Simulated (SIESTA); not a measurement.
Runs of SIESTA 5.4.2 on CdS (Hawleyite). It takes space group F-43m (No. 216, cubic). Conventional cell: a = 5.833 Å, b = 5.833 Å, c = 5.833 Å, α = 90.00°, β = 90.00°, γ = 90.00°. Around Cd (site symmetry -43m) lie 4 S at 2.53 Å. Around S (site symmetry -43m) lie 4 Cd at 2.53 Å. 

```csv
level,potentials or basis,gap on the mesh (eV),pressure (GPa)
LDA,"PseudoDojo 0.4 standard (LDA files), DZP (energy shift 0.003 Ry; two zetas on semicore shells)",1.12,(a)
revPBE,"PseudoDojo 0.4 standard (PBE files), DZP (energy shift 0.003 Ry; two zetas on semicore shells)",1.48,4.7
BLYP,"PseudoDojo 0.4 standard (PBE files), DZP (energy shift 0.003 Ry; two zetas on semicore shells)",1.36,6.5
RPBE,"PseudoDojo 0.4 standard (PBE files), DZP (energy shift 0.003 Ry; two zetas on semicore shells)",1.52,5.3
PW91,"PseudoDojo 0.4 standard (PBE files), DZP (energy shift 0.003 Ry; two zetas on semicore shells)",1.32,3.0
WC,"PseudoDojo 0.4 standard (PBEsol files), DZP (energy shift 0.003 Ry; two zetas on semicore shells)",1.21,(b)
AM05,"PseudoDojo 0.4 standard (PBEsol files), DZP (energy shift 0.003 Ry; two zetas on semicore shells)",1.34,0.6
PBEsol,"PseudoDojo 0.4 standard (PBEsol files), DZP (energy shift 0.003 Ry; two zetas on semicore shells)",1.24,0.0
```

Alike in all rows: task single point; no spin polarisation; cell as given; k mesh 5 × 5 × 5; smearing fermi-dirac 0.05 eV; grid cutoff 800 Ry; energy shift 0.003 Ry.

Task: Fill in the values left out.

Result: (a) -2.2; (b) 0.1.

Caveats: an odd mesh through Γ misses points on the zone boundary, where band edges often lie; the basis of atomic orbitals isn't converged, which shifts pressures, moduli and gaps; the potentials were made for another functional, which shifts forces and pressure (some runs).

A k mesh can miss the band edges, and the runs leave out spin-orbit coupling on Cd.

Runs at the PBE level aren't shown here.
